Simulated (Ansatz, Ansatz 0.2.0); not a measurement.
# Bulk modulus of zircon-type LuVO₄ from relaxed-ion elastic constants with PBEsol, r2SCAN and LDA

## What was measured

The bulk modulus of zircon-type LuVO₄ is taken from "High-pressure structural investigation of several zircon-type orthovanadates" (2009, arXiv:0905.1206). Powder made by solid-state reaction was compressed at room temperature in silicone oil and followed by X-ray diffraction. The modulus is therefore not a directly measured elastic response: it is the zero-pressure parameter of a third-order Birch–Murnaghan equation of state fitted to cell volumes, 166 ± 7 GPa with a pressure derivative of 5.6. Modulus and derivative are correlated in such a fit, and silicone oil does not keep the stress fully hydrostatic, so the value may carry a systematic error beside the quoted uncertainty. The individual elastic constants, the shear modulus and the Debye temperature are not compared here.

| compared with | measured | source's wording or label | T (K) | method |
| --- | --- | --- | --- | --- |
| B (Reuss) (GPa) | 166 ± 7 | 166 ± 7 GPa | room temperature | high-pressure powder XRD, third-order Birch-Murnaghan EOS |

Conditions are those given with the value in the passage it was taken from; "not stated" means there, and the paper may say more elsewhere. The values are a selection: others may have been left out beforehand as unlike or outlying.

## Approach

The aim is the bulk modulus of the ordered, nonmagnetic crystal, computed from the full elastic tensor with relaxed ions. The Reuss bound is the proper counterpart of the measurement, since it describes the response of a tetragonal crystal to hydrostatic pressure. Internal relaxation is essential: the VO₄ tetrahedra and the LuO₈ polyhedra can turn and distort under strain, and a clamped-ion tensor would be too stiff.

Success is set at agreement within 10 %, about 17 GPa. Good functionals commonly err by several per cent in the bulk modulus of an oxide, and the static lattice should be stiffer than the crystal at room temperature by a few per cent more. The dependence of the fitted modulus on its pressure derivative also speaks against a narrower limit.

The work starts with PBEsol and r2SCAN, each at its own relaxed cell. LDA is not the starting point because it usually contracts oxides and thereby stiffens them; it serves afterwards for scale and for a test of the plane-wave cutoff.

Plain PBE isn't shown in this study.

System: LuVO4, zircon; I4_1/amd (No. 141), 12 atoms in the primitive cell; the database structure is a diffraction structure: a = 7.023 Å, c = 6.231 Å; structure from the Crystallography Open Database.

## 1. PBEsol and r2SCAN at their own cells

PBEsol is designed for equilibrium volumes of solids, on which the bulk modulus depends strongly, and r2SCAN provides an independent description one rung higher. Relaxing the cell at the same level keeps residual stress out of the elastic constants. Both are expected to come within the target, with r2SCAN probably the stiffer of the two.

**Run 1.** Ansatz 0.2.0: PBEsol, cell and atoms relaxed in a first step at this level from the database structure (its input isn't shown), PAW set soft_2, cutoff 420 eV (default), 4x4x4 k mesh, Gaussian smearing 0.02 eV; elastic constants by two-point finite strains with relaxed ions.

Key lines of the input:
```
crystal:
  # lattice and atoms
kpoints:
  mp_grid: { grid: [4, 4, 4] }
hamiltonian:
  xc: pbesol
scf:
  occupations: { method: gaussian, width: 0.02 }
output:
  forces: true
  stress: true
elastic:
  mode: relaxed_ion
  stencil: two_point
```

Command:
```
ansatz run input.yaml --threads 8 --pin off --max-ram 16384MiB --backend cpu --events-out ev --progress --plain --runs-dir out
```

Selected lines of the output:
```
  moduli (Voigt/Reuss/Hill, GPa): K = 148.37/145.50/146.93   G = 63.72/46.41/55.07   E = 146.86   ν = 0.333
```

Converged; 5.2 min on 8 cores of Arm Neoverse N1, shared host.

**Run 2.** Ansatz 0.2.0: r2SCAN, cell and atoms relaxed in a first step at this level from the database structure (its input isn't shown), PAW set soft_2, cutoff 500 eV (default), 4x4x4 k mesh, Gaussian smearing 0.02 eV; elastic constants by two-point finite strains with relaxed ions.

Key lines of the input, as changed from run 1:
```diff
  hamiltonian:
-   xc: pbesol
+   xc: r2scan
```

Selected lines of the output:
```
Basis set: ecut = 500 eV, 3871 PW (Γ) [...]
k-points: 18 of 64
  C = ∂σ_k/∂η_j (tension-positive GPa; Voigt order 11 22 33 23 13 12):
       276.068     56.191     95.119      0.000      0.000     -0.000
        56.191    276.068     95.119      0.000      0.000     -0.000
        95.229     95.229    326.219      0.000      0.000     -0.000
         0.000      0.000     -0.000     50.480      0.000     -0.000
         0.000      0.000      0.000     -0.000     50.480     -0.000
         0.000      0.000     -0.000      0.000      0.000     23.755
  moduli (Voigt/Reuss/Hill, GPa): K = 152.38/149.46/150.92   G = 67.06/49.53/58.30   E = 154.95   ν = 0.329
  mechanically stable: yes (min eigenvalue of sym C = 23.75 GPa)
```

Converged; 8.5 min, same machine.

| quantity | run 1 | run 2 | measured |
| --- | --- | --- | --- |
| B (Reuss) (GPa) | 145.5 | 149.5 | 166 ± 7 |
| conventional cell volume (Å³) | 303.18 | 305.93 |  |
| pressure (GPa) | −0.0022 | 0.0011 |  |
| G (Hill) (GPa) | 55.1 | 58.3 |  |
| C11 (GPa) | 267.1 | 276.1 |  |
| C12 (GPa) | 56.2 | 56.2 |  |
| C33 (GPa) | 317.4 | 326.2 |  |

PBEsol gives a Reuss modulus of 145.5 GPa, about 12 % below the measured 166 GPa and outside the target. r2SCAN, at 149.5 GPa, is a narrow pass at just under 10 %; the margin is too thin to rank the two functionals on. r2SCAN is the stiffer one, as anticipated, but the expectation that both would meet the target has failed for PBEsol.

The choice of average does not explain the shortfall. The Voigt and Reuss bounds lie only about 3 GPa apart, and even the Voigt values stay below the lower end of the experimental uncertainty. Nor is an expanded cell to blame: both relaxed cells are slightly smaller in volume than the diffraction cell. Warming would normally soften the computed crystal further and so widen the gap.

## 2. LDA for scale, cutoff and cell volume

Three LDA calculations are to separate the possible influences. The one at the relaxed cell gives the neighbouring level, expected to be stiffer because of its smaller volume. Repeating it at a reduced cutoff shows how strongly the modulus responds to the basis, though only for LDA and only towards the looser side; a tighter basis for r2SCAN is not shown in this report. The third keeps the diffraction cell and relaxes only the atoms, which shows how much of the LDA stiffness comes from its contracted volume.

**Run 3.** Ansatz 0.2.0: LDA, cell and atoms relaxed in a first step at this level from the database structure (its input isn't shown), PAW set soft_2, cutoff 420 eV (default), 4x4x4 k mesh, Gaussian smearing 0.02 eV; elastic constants by two-point finite strains with relaxed ions.

Key lines of the input, as changed from run 1:
```diff
  hamiltonian:
-   xc: pbesol
+   xc: lda
```

Selected lines of the output:
```
  C = ∂σ_k/∂η_j (tension-positive GPa; Voigt order 11 22 33 23 13 12):
       296.177     64.717    100.828      0.000      0.000      0.000
        64.717    296.177    100.828      0.000      0.000      0.000
       101.010    101.010    344.524      0.000      0.000      0.000
         0.000      0.000      0.000     48.942      0.000      0.000
        -0.000     -0.000      0.000      0.000     48.942      0.000
         0.000      0.000     -0.000      0.000      0.000     22.639
```

Converged; 4.5 min, same machine.

**Run 4.** Ansatz 0.2.0: LDA, cell and atoms relaxed in a first step at this level from the database structure (its input isn't shown), PAW set soft_2, cutoff 290 eV, 4x4x4 k mesh, Gaussian smearing 0.02 eV; elastic constants by two-point finite strains with relaxed ions.

Key lines of the input, as changed from run 3:
```diff
+ basis:
+   ecutwfc: 290.0
```

Selected lines of the output:
```
  C = ∂σ_k/∂η_j (tension-positive GPa; Voigt order 11 22 33 23 13 12):
       338.249     90.636    101.185     -0.000     -0.000     -0.000
        90.636    338.249    101.185     -0.000     -0.000     -0.000
       124.684    124.684    398.559     -0.000     -0.000     -0.000
         0.000     -0.000     -0.000     64.771     -0.000      0.000
        -0.000     -0.000      0.000      0.000     64.771     -0.000
         0.000     -0.000     -0.000      0.000      0.000     45.464
```

Converged; 2.9 min, same machine. Warnings: another step: cutoff_below_recommended; cutoff_below_recommended (in short: A typed cutoff is below a recommended value, from the records, the datasets' recipe or DFPT's needs, possibly lowering the density cutoff; compare with a higher-cutoff run).

**Run 5.** Ansatz 0.2.0: LDA, atoms relaxed in a first step at this level (its input isn't shown) in the database cell, PAW set soft_2, cutoff 420 eV (default), 4x4x4 k mesh, Gaussian smearing 0.02 eV; elastic constants by two-point finite strains with relaxed ions.

Key lines of the input, as changed from run 4:
```diff
- basis:
-   ecutwfc: 290.0
```

Converged; 4.1 min, same machine. Warnings: another step: stress_scf_threshold_loose.

| quantity | run 3 | run 4 | run 5 | measured |
| --- | --- | --- | --- | --- |
| B (Reuss) (GPa) | 160.9 | 187.8 | 127.6 | 166 ± 7 |
| conventional cell volume (Å³) | 293.58 | 292.77 | – |  |
| pressure (GPa) | −0.0177 | −0.0061 | −6.8169 |  |
| G (Hill) (GPa) | 58.6 | 79.1 | 54.0 |  |
| C11 (GPa) | 296.2 | 338.2 | 238.3 |  |
| C12 (GPa) | 64.7 | 90.6 | 44.0 |  |
| C33 (GPa) | 344.5 | 398.6 | 286.3 |  |

LDA at its relaxed cell gives 160.9 GPa, about 3 % below the measured modulus and within its quoted uncertainty. The cell, however, is about 4.5 % smaller in volume than the diffraction cell. With the diffraction cell kept, the LDA modulus falls to 127.6 GPa at a pressure of −6.8 GPa. The close agreement therefore depends on the contracted volume and does not show that LDA describes the elasticity better than PBEsol or r2SCAN.

The reduced cutoff raises the LDA modulus by 27 GPa, although the relaxed volume hardly changes. C₁₃ and C₃₁, which should be equal in a crystal free of stress, differ by more than 23 GPa, against about 0.2 GPa at the default cutoff, and C₆₆ doubles. The program warns that this cutoff lies below a recommended value and advises comparison with a higher one; that comparison rules out the 290 eV result as a modulus. It does not establish that the default cutoff is converged, for LDA or for r2SCAN; a convergence check behind the narrow pass of r2SCAN is not shown in this report.

## All runs against the measurement

| run | settings | B (Reuss) (GPa) | deviation | cost |
| --- | --- | --- | --- | --- |
| 1 | PBEsol, cell and atoms relaxed in a first step at this level from the database structure (its input isn't shown), cutoff 420 eV (default) | 145.5 | −20.5 (−12.4 %) | 41 core-min |
| 2 | r2SCAN, cell and atoms relaxed in a first step at this level from the database structure (its input isn't shown), cutoff 500 eV (default) | 149.5 | −16.5 (−10.0 %) | 68 core-min |
| 3 | LDA, cell and atoms relaxed in a first step at this level from the database structure (its input isn't shown), cutoff 420 eV (default) | 160.9 | −5.1 (−3.1 %) | 36 core-min |
| 4 | LDA, cell and atoms relaxed in a first step at this level from the database structure (its input isn't shown), cutoff 290 eV | 187.8 | +21.8 (+13.1 %) | 23 core-min |
| 5 | LDA, atoms relaxed in a first step at this level (its input isn't shown) in the database cell, cutoff 420 eV (default) | 127.6 | −38.4 (−23.1 %) | 33 core-min |
|  | measured | 166 ± 7 |  |  |

## Conclusion

r2SCAN, at 149.5 GPa and a cost of 68 core-minutes, meets the 10 % target by a very narrow margin; PBEsol, at 145.5 GPa, misses it by about two percentage points. Neither call is secure, because a shift of the reference within its ±7 GPa could reverse either one, and the two functionals cannot be ranked on this difference.

LDA comes within about 3 %, but only at a cell clearly smaller than the measured one. In the diffraction cell its modulus is 33 GPa lower, so its agreement rests on the overbinding that contracts the cell. That comparison was the most useful of the LDA calculations. The one at reduced cutoff only ruled out its own setting; the convergence of the r2SCAN result is not shown in this report.

PBEsol and r2SCAN reproduce the cell volume well and still give a modulus below the measured one. Thermal softening, typically a few per cent, would lower the computed moduli and widen the gap. The remaining causes are conjectures. On the computed side, the functionals or the potentials may make the lattice too soft; the effect of a cutoff above the default, including its sign, is not shown in this report. On the experimental side, non-hydrostatic stress in silicone oil tends to raise a fitted modulus, and the fit also depends on the pressure derivative and the pressure range. The calculations cannot separate these contributions. Stress in the oil is a plausible candidate, since its usual effect has the sign of the gap, but its size is not established here.

[Logs are printed without paths, hosts, clocks, repeated set-up lines and the standing remarks that a program may print on its own settings, such as how far it seeks lower states.]

[The runs shown are a pick from a larger set of finished runs; failed, doubtful and other runs were left out of it ahead of writing. So were measured values far from every level or from commonly accepted values, and agreement can look better than it is. Lines of input and output are excerpts and may be shortened.]
